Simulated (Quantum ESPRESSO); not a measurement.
# AlRu (Pm-3m) in Quantum ESPRESSO: reference runs

Reference runs on AlRu: the cell as given and a disturbed copy.

All numbers are computed with Quantum ESPRESSO 7.5; they aren't measurements. Logs are shortened: lines on timing, memory, paths and dates and some standing lists are left out, and cuts for length are marked.

## (1) The crystal as given

The structure is cubic, space group Pm-3m (No. 221). Conventional cell: a = 2.992 Å, b = 2.992 Å, c = 2.992 Å, α = 90.00°, β = 90.00°, γ = 90.00°. Ru (site symmetry m-3m) is surrounded by 8 Al at 2.59 Å. Al (site symmetry m-3m) has 8 Ru at 2.59 Å as nearest neighbours.

## (2) Single point, PBE

Contents of pw.in:

```
&CONTROL
  calculation = 'scf'
  prefix = 'pwscf'
  outdir = './tmp'
  pseudo_dir = './pseudo'
  tprnfor = .true.
  tstress = .true.
  disk_io = 'low'
/
&SYSTEM
  ibrav = 0
  nat = 2
  ntyp = 2
  ecutwfc = 60
  ecutrho = 440
  nbnd = 16
  occupations = 'smearing'
  smearing = 'fd'
  degauss = 0.00367493
/
&ELECTRONS
  conv_thr = 4d-10
  electron_maxstep = 120
  mixing_beta = 0.5
/
ATOMIC_SPECIES
Ru   101.0700 Ru_ONCV_PBE-1.0.oncvpsp.upf
Al    26.9815 Al.pbe-n-kjpaw_psl.1.0.0.UPF
CELL_PARAMETERS angstrom
   2.9916000000    0.0000000000    0.0000000000
   0.0000000000    2.9916000000    0.0000000000
   0.0000000000    0.0000000000    2.9916000000
ATOMIC_POSITIONS crystal
Ru     0.5000000000    0.5000000000    0.5000000000
Al     0.0000000000    0.0000000000    0.0000000000
K_POINTS automatic
9 9 9 0 0 0
```

Contents of pp_density.in:

```
&INPUTPP
  prefix = 'pwscf'
  outdir = './tmp'
  filplot = 'density.dat'
  plot_num = 0
/
&PLOT
  nfile = 1
  filepp(1) = 'density.dat'
  iflag = 3
  output_format = 6
  fileout = 'density.cube'
/
```

Contents of pp_potential.in:

```
&INPUTPP
  prefix = 'pwscf'
  outdir = './tmp'
  filplot = 'potential.dat'
  plot_num = 11
/
&PLOT
  nfile = 1
  filepp(1) = 'potential.dat'
  iflag = 3
  output_format = 6
  fileout = 'potential.cube'
/
```

Potentials or basis: SSSP 1.3 efficiency PBE.

Run with:

```sh
$ OMP_NUM_THREADS=1 pw.x -in pw.in > pw.out
$ OMP_NUM_THREADS=1 pp.x -in pp_density.in > pp_density.out
$ OMP_NUM_THREADS=1 pp.x -in pp_potential.in > pp_potential.out
```

pw.out:

```text
This program is part of the open-source Quantum ESPRESSO suite
     for quantum simulation of materials; please cite
         "P. Giannozzi et al., J. Phys.:Condens. Matter 21 395502 (2009);
         "P. Giannozzi et al., J. Phys.:Condens. Matter 29 465901 (2017);
         "P. Giannozzi et al., J. Chem. Phys. 152 154105 (2020);
     in publications or presentations arising from this work. More details at

     file Al.pbe-n-kjpaw_psl.1.0.0.UPF: wavefunction(s)  3S 3P renormalized
     Message from routine setup:
     using ibrav=0 with symmetry is DISCOURAGED, use correct ibrav instead

     G-vector sticks info
     --------------------
     sticks:   dense  smooth     PW     G-vecs:    dense   smooth      PW
     Sum        1117     609    185                28257    11363    1935

     Using Slab Decomposition

     bravais-lattice index     =            0
     lattice parameter (alat)  =       5.6533  a.u.
     unit-cell volume          =     180.6788 (a.u.)^3
     number of atoms/cell      =            2
     number of atomic types    =            2
     number of electrons       =        19.00
     number of Kohn-Sham states=           16
     kinetic-energy cutoff     =      60.0000  Ry
     charge density cutoff     =     440.0000  Ry
     scf convergence threshold =      4.0E-10
     mixing beta               =       0.5000
     number of iterations used =            8  plain     mixing
     Exchange-correlation= SLA  PW   PBX  PBC
                           (   1   4   3   4   0   0   0)

     celldm(1)=   5.653305  celldm(2)=   0.000000  celldm(3)=   0.000000
     celldm(4)=   0.000000  celldm(5)=   0.000000  celldm(6)=   0.000000

     crystal axes: (cart. coord. in units of alat)
               a(1) = (   1.000000   0.000000   0.000000 )
               a(2) = (   0.000000   1.000000   0.000000 )
               a(3) = (   0.000000   0.000000   1.000000 )

     reciprocal axes: (cart. coord. in units 2 pi/alat)
               b(1) = (  1.000000  0.000000  0.000000 )
               b(2) = (  0.000000  1.000000  0.000000 )
               b(3) = (  0.000000  0.000000  1.000000 )

     PseudoPot. # 1 for Ru read from file:
     Ru_ONCV_PBE-1.0.oncvpsp.upf
     Pseudo is Norm-conserving, Zval = 16.0
     Generated using ONCVPSP code by D. R. Hamann
     Using radial grid of 1458 points,  6 beta functions with:
                l(1) =   0
                l(2) =   0
                l(3) =   1
                l(4) =   1
                l(5) =   2
                l(6) =   2

     PseudoPot. # 2 for Al read from file:
     Al.pbe-n-kjpaw_psl.1.0.0.UPF
     Pseudo is Projector augmented-wave + core cor, Zval =  3.0
     Generated using "atomic" code by A. Dal Corso  v.5.1
     Shape of augmentation charge: PSQ
     Using radial grid of 1135 points,  6 beta functions with:
                l(1) =   0
                l(2) =   0
                l(3) =   1
                l(4) =   1
                l(5) =   2
                l(6) =   2
     Q(r) pseudized with 0 coefficients

     atomic species   valence    mass     pseudopotential
     Ru               16.00   101.07000     Ru( 1.00)
     Al                3.00    26.98150     Al( 1.00)

     48 Sym. Ops., with inversion, found

   Cartesian axes

     site n.     atom                  positions (alat units)
         1        Ru     tau(   1) = (   0.5000000   0.5000000   0.5000000  )
         2        Al     tau(   2) = (   0.0000000   0.0000000   0.0000000  )

     number of k points=    35  Fermi-Dirac smearing, width (Ry)=  0.0037
                       cart. coord. in units 2pi/alat
        k(    1) = (   0.0000000   0.0000000   0.0000000), wk =   0.0027435
        k(    2) = (   0.0000000   0.0000000   0.1111111), wk =   0.0164609
        k(    3) = (   0.0000000   0.0000000   0.2222222), wk =   0.0164609
        k(    4) = (   0.0000000   0.0000000   0.3333333), wk =   0.0164609
        k(    5) = (   0.0000000   0.0000000   0.4444444), wk =   0.0164609
        k(    6) = (   0.0000000   0.1111111   0.1111111), wk =   0.0329218
[... 27 lines left out ...]
        k(   34) = (   0.3333333   0.4444444   0.4444444), wk =   0.0658436
        k(   35) = (   0.4444444   0.4444444   0.4444444), wk =   0.0219479

     Dense  grid:    28257 G-vectors     FFT dimensions: (  40,  40,  40)

     Smooth grid:    11363 G-vectors     FFT dimensions: (  27,  27,  27)

     Initial potential from superposition of free atoms

     starting charge      18.9972, renormalised to      19.0000
     Starting wfcs are   14 randomized atomic wfcs +    2 random wfcs

     Self-consistent Calculation

     iteration #  1     ecut=    60.00 Ry     beta= 0.50
     Davidson diagonalization with overlap
     ethr =  1.00E-02,  avg # of iterations =  4.1

     Threshold (ethr) on eigenvalues was too large:
     Diagonalizing with lowered threshold

     Davidson diagonalization with overlap
     ethr =  2.85E-04,  avg # of iterations =  1.8

     total energy              =    -228.13014619 Ry
     estimated scf accuracy    <       0.05330580 Ry

     iteration #  2     ecut=    60.00 Ry     beta= 0.50
     Davidson diagonalization with overlap
     ethr =  2.81E-04,  avg # of iterations =  1.9

     total energy              =    -228.13723674 Ry
     estimated scf accuracy    <       0.02665914 Ry

     iteration #  3     ecut=    60.00 Ry     beta= 0.50
     Davidson diagonalization with overlap
     ethr =  1.40E-04,  avg # of iterations =  1.8

     total energy              =    -228.14148135 Ry
     estimated scf accuracy    <       0.00209591 Ry

     iteration #  4     ecut=    60.00 Ry     beta= 0.50
     Davidson diagonalization with overlap
     ethr =  1.10E-05,  avg # of iterations =  2.7

     total energy              =    -228.14172124 Ry
     estimated scf accuracy    <       0.00004221 Ry

     iteration #  5     ecut=    60.00 Ry     beta= 0.50
     Davidson diagonalization with overlap
     ethr =  2.22E-07,  avg # of iterations =  2.4

     total energy              =    -228.14172428 Ry
     estimated scf accuracy    <       0.00001964 Ry

     iteration #  6     ecut=    60.00 Ry     beta= 0.50
     Davidson diagonalization with overlap
     ethr =  1.03E-07,  avg # of iterations =  2.0

     total energy              =    -228.14172797 Ry
     estimated scf accuracy    <       0.00000013 Ry

     iteration #  7     ecut=    60.00 Ry     beta= 0.50
     Davidson diagonalization with overlap
     ethr =  6.64E-10,  avg # of iterations =  2.3

     total energy              =    -228.14172802 Ry
     estimated scf accuracy    <       0.00000001 Ry

     iteration #  8     ecut=    60.00 Ry     beta= 0.50
     Davidson diagonalization with overlap
     ethr =  7.68E-11,  avg # of iterations =  1.9

     End of self-consistent calculation

          k = 0.0000 0.0000 0.0000 (  1365 PWs)   bands (ev):

   -55.5876 -25.5142 -25.5142 -25.5142   6.6347  12.7205  12.7205  16.4427
    16.4427  16.4427  22.4182  22.4182  22.4182  27.2604  27.2604  31.3935

          k = 0.0000 0.0000 0.1111 (  1390 PWs)   bands (ev):

   -55.5858 -25.5388 -25.5121 -25.5121   6.8703  12.7960  12.8027  16.1644
    16.1644  16.4713  21.3770  22.8768  22.8768  26.7727  28.0510  32.1587

          k = 0.0000 0.0000 0.2222 (  1406 PWs)   bands (ev):

   -55.5812 -25.6008 -25.5068 -25.5068   7.5515  12.8543  13.0226  15.5738
    15.5738  16.5448  19.7392  24.0114  24.0114  25.6754  28.9597  33.3283

          k = 0.0000 0.0000 0.3333 (  1426 PWs)   bands (ev):

   -55.5759 -25.6707 -25.5009 -25.5009   8.6070  12.4362  13.2965  15.0254
    15.0254  16.6304  18.7630  24.5760  25.4735  25.4735  29.4553  31.2680

          k = 0.0000 0.0000 0.4444 (  1414 PWs)   bands (ev):

   -55.5725 -25.7160 -25.4970 -25.4970   9.9145  11.3500  13.4922  14.7133
    14.7133  16.6875  18.5637  23.9087  26.9898  26.9898  29.4525  29.4541

          k = 0.0000 0.1111 0.1111 (  1404 PWs)   bands (ev):

   -55.5840 -25.5376 -25.5356 -25.5100   7.1014  12.8711  12.8947  15.8600
    16.1280  16.2721  21.5951  21.9736  23.3228  26.9425  28.4806  32.7506

          k = 0.0000 0.1111 0.2222 (  1406 PWs)   bands (ev):

   -55.5794 -25.5984 -25.5310 -25.5048   7.7678  12.9418  13.1149  15.2684
    15.6045  16.3025  20.0365  22.7813  24.4331  26.1926  29.6635  32.3766

          k = 0.0000 0.1111 0.3333 (  1416 PWs)   bands (ev):

   -55.5741 -25.6679 -25.5247 -25.4988   8.7951  12.4924  13.3956  14.8703
    15.0681  16.3945  18.9127  23.7473  25.4911  25.8693  30.1679  30.6449

          k = 0.0000 0.1111 0.4444 (  1420 PWs)   bands (ev):

   -55.5707 -25.7129 -25.5206 -25.4949  10.0669  11.4031  13.6162  14.6800
    14.7599  16.4576  18.5644  23.9467  25.9462  27.4281  28.3683  29.3370

          k = 0.0000 0.2222 0.2222 (  1412 PWs)   bands (ev):

   -55.5748 -25.5943 -25.5897 -25.4995   8.3819  12.9772  13.3978  14.7584
    15.5982  15.8583  20.1493  21.6745  25.4695  26.0935  30.8107  31.1839

          k = 0.0000 0.2222 0.3333 (  1407 PWs)   bands (ev):

   -55.5696 -25.6607 -25.5847 -25.4934   9.2955  12.5362  13.7099  14.6474
    15.1769  15.8700  19.1195  22.3411  25.3987  26.7267  29.1620  31.0207

          k = 0.0000 0.2222 0.4444 (  1415 PWs)   bands (ev):

   -55.5662 -25.7052 -25.5801 -25.4895  10.3183  11.6955  13.9655  14.6707
    14.8818  15.9394  18.5171  23.3993  24.5391  27.8698  27.8780  29.7962

          k = 0.0000 0.3333 0.3333 (  1424 PWs)   bands (ev):

   -55.5645 -25.6543 -25.6507 -25.4874   9.9150  12.4498  14.1363  14.6610
    15.2508  15.4161  18.8375  21.7856  24.5959  27.3326  28.8690  31.1868

          k = 0.0000 0.3333 0.4444 (  1416 PWs)   bands (ev):

   -55.5611 -25.6964 -25.6471 -25.4834  10.3497  12.3719  14.4422  14.7735
    15.0275  15.4311  18.2989  22.2892  23.4677  27.4480  28.6756  31.6058
[... 58 lines left out ...]
   -55.5685 -25.5872 -25.5815 -25.5815   9.1097  13.4189  13.4189  14.9180
    15.0088  15.0088  21.6760  21.6760  22.6730  28.8095  29.0331  29.0331

          k = 0.2222 0.2222 0.3333 (  1423 PWs)   bands (ev):

   -55.5633 -25.6512 -25.5779 -25.5748   9.8680  13.0194  13.3169  14.6738
    15.1030  15.4996  20.1356  22.9116  23.0583  27.1272  27.3396  30.1068

          k = 0.2222 0.2222 0.4444 (  1428 PWs)   bands (ev):

   -55.5600 -25.6950 -25.5731 -25.5704  10.6146  12.3272  13.1789  14.5884
    15.2535  16.3885  18.8820  23.5504  24.1048  25.9085  25.9227  30.2548

          k = 0.2222 0.3333 0.3333 (  1423 PWs)   bands (ev):

   -55.5582 -25.6448 -25.6418 -25.5694  10.3768  12.8043  13.1563  14.7109
    15.6621  15.6696  20.2654  21.8367  23.4344  25.5379  27.8911  28.7246

          k = 0.2222 0.3333 0.4444 (  1428 PWs)   bands (ev):

   -55.5549 -25.6867 -25.6382 -25.5650  10.7471  12.6242  12.8923  14.6997
    15.7778  16.9412  19.0440  22.0940  23.4561  24.8350  27.0726  28.9024

          k = 0.2222 0.4444 0.4444 (  1431 PWs)   bands (ev):

   -55.5516 -25.6815 -25.6810 -25.5606  10.7558  12.7185  12.8326  14.6099
    17.0320  17.3742  18.6640  21.3223  22.0388  25.1310  27.8623  28.0752

          k = 0.3333 0.3333 0.3333 (  1424 PWs)   bands (ev):

   -55.5531 -25.6382 -25.6346 -25.6346  10.7813  12.5905  12.5905  15.7959
    15.7959  16.0107  21.4744  21.5497  21.5497  26.1606  26.7420  26.7420

          k = 0.3333 0.3333 0.4444 (  1426 PWs)   bands (ev):

   -55.5498 -25.6788 -25.6319 -25.6298  11.0705  12.2750  12.3689  15.8766
    16.0591  17.6483  19.6814  21.0323  22.8817  25.0684  25.6516  27.3508

          k = 0.3333 0.4444 0.4444 (  1419 PWs)   bands (ev):

   -55.5465 -25.6738 -25.6734 -25.6261  11.2129  12.0851  12.1318  16.0584
    17.3612  18.4119  19.7674  20.1362  21.7920  24.8501  26.2226  26.2965

          k = 0.4444 0.4444 0.4444 (  1418 PWs)   bands (ev):

   -55.5432 -25.6689 -25.6684 -25.6684  11.5399  11.7663  11.7663  17.4643
    17.4643  19.2183  19.4684  20.7829  20.7829  24.9977  24.9977  25.3636

     the Fermi energy is    16.2097 ev

!    total energy              =    -228.14172802 Ry
     estimated scf accuracy    <          3.5E-10 Ry
     smearing contrib. (-TS)   =      -0.00114322 Ry
     internal energy E=F+TS    =    -228.14058480 Ry

     The total energy is F=E-TS. E is the sum of the following terms:
     one-electron contribution =     -68.38683161 Ry
     hartree contribution      =      44.17545559 Ry
     xc contribution           =     -22.62395132 Ry
     ewald contribution        =    -146.61684323 Ry
     one-center paw contrib.   =     -34.68841423 Ry

     convergence has been achieved in   8 iterations

     Forces acting on atoms (cartesian axes, Ry/au):

     atom    1 type  1   force =     0.00000000    0.00000000    0.00000000
     atom    2 type  2   force =     0.00000000    0.00000000    0.00000000

     Total force =     0.000000     Total SCF correction =     0.000000

     Computing stress (Cartesian axis) and pressure

          total   stress  (Ry/bohr**3)                   (kbar)     P=       22.40
   0.00015229   0.00000000   0.00000000           22.40        0.00        0.00
   0.00000000   0.00015229   0.00000000            0.00       22.40        0.00
   0.00000000   0.00000000   0.00015229            0.00        0.00       22.40

=------------------------------------------------------------------------------=
   JOB DONE.
=------------------------------------------------------------------------------=
```

Wall time 13 s (1 thread of Arm Neoverse V2, shared host); peak memory 0.14 GiB.

What came out:

| Property | Result |
| --- | --- |
| Free energy | -3104.0263 eV |
| Pressure | 2.2 GPa |
| Band gap on the k mesh | none (metal or under the smearing width) |

(Part 1 of 2 ends here.)
